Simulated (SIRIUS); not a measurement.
**Co under changes of volume**

One of the cells (11.103 Å³/atom); the others are scaled copies at fixed shape and fractional positions:

```xyz
2
Lattice="2.5038 0.0000 0.0000 -1.2519 2.1684 0.0000 0.0000 0.0000 4.0902" Properties=species:S:1:pos:R:3 pbc="T T T"
Co    0.0000    1.4456    3.0273
Co    1.2519    0.7228    1.0629
```

| Item | Value |
| --- | --- |
| Program | SIRIUS 7.12.0 |
| Functional | PBEsol |
| Potentials or basis | all-electron FP-LAPW |
| Cutoff | 218 eV |
| Basis | apw+lo standard |
| k mesh | 12 × 12 × 7 |
| Occupations | fermi-dirac, width 0.05 eV |
| Spin | collinear spin, ferromagnetic start |
| Starting moments | [2.0, 2.0] μB |

```csv
volume (Å³/atom),energy over the lowest point (meV/atom),moment (μB per cell)
10.233,1.23,3.09
10.450,0.00,3.15
10.668,4.95,3.20
11.103,31.69,3.28
11.321,?,?
11.539,77.00,3.34
```

Task: What does the run at 11.321 Å³/atom give?

Result: Energy over the lowest point 52.23 meV/atom; moment 3.32 μB per cell.

Worked out: A Birch-Murnaghan fit of order 3 (a polynomial in V^(-2/3)) to the other rows has its minimum at 10.38 Å³/atom with B0 = V·E''(V) = 231 GPa and B' = 4.1 at fixed shape and positions, which overstates the stiffness. It gives 52.25 meV/atom at 11.321 Å³/atom, against the run's 52.23. A parabola through the other rows of the moment, of slope 0.132 μB per Å³/atom there, gives 3.31 μB, against the run's 3.32.

Energies are extrapolated to zero smearing.
